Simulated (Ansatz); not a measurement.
## Be and the effect of the functional

The cell as given:

Space group P4/mmm (No. 123). a = 2.021 Å, b = 2.021 Å, c = 2.662 Å, α = 90.00°, β = 90.00°, γ = 90.00°
```csv
atom,site,symmetry,x,y,z
Be,1b,4/mmm,0.0000,0.0000,0.5000
```

This isn't the form of Be at room conditions, which is hcp.

Kept alike: task relaxation of cell and atoms; k mesh 13 × 13 × 10; occupations fermi-dirac, width 0.05 eV; no spin polarisation. Program: Ansatz, Ansatz PAW, cutoff 420 eV. The mesh is that of the run's cell of 1 atom. No spin-orbit coupling.

| functional | volume (Å³/atom) | first edge of the run's cell (Å) | third edge of the run's cell (Å) |
| --- | --- | --- | --- |
| BLYP | 12.112 | 2.014 | 2.987 |
| LDA | 10.381 | 1.993 | 2.613 |
| PBE | 10.886 | 2.021 | 2.665 |
| PBEsol | 10.704 | 2.018 | 2.629 |
| RPBE | 11.180 | 2.038 | 2.692 |
| revPBE | 11.138 | 2.036 | 2.688 |

The relaxations keep at least the cell's symmetry (P4/mmm). For a metal such a mesh leaves the last digits unconverged. Relaxations stop with a little pressure left, so the last digits of a volume or edge aren't settled. All rows use potentials made for PBE.

Question: What does the functional change here?

Answer: The volume runs from 10.381 (LDA) to 12.112 Å³/atom (BLYP). From PBE: BLYP +1.226; LDA -0.505; PBEsol -0.182; RPBE +0.294; revPBE +0.252. The first edge of the run's cell runs from 1.993 (LDA) to 2.038 Å (RPBE). From PBE: BLYP -0.007; LDA -0.028; PBEsol -0.003; RPBE +0.017; revPBE +0.015. The third edge of the run's cell runs from 2.613 (LDA) to 2.987 Å (BLYP). From PBE: BLYP +0.322; LDA -0.052; PBEsol -0.036; RPBE +0.027; revPBE +0.023.
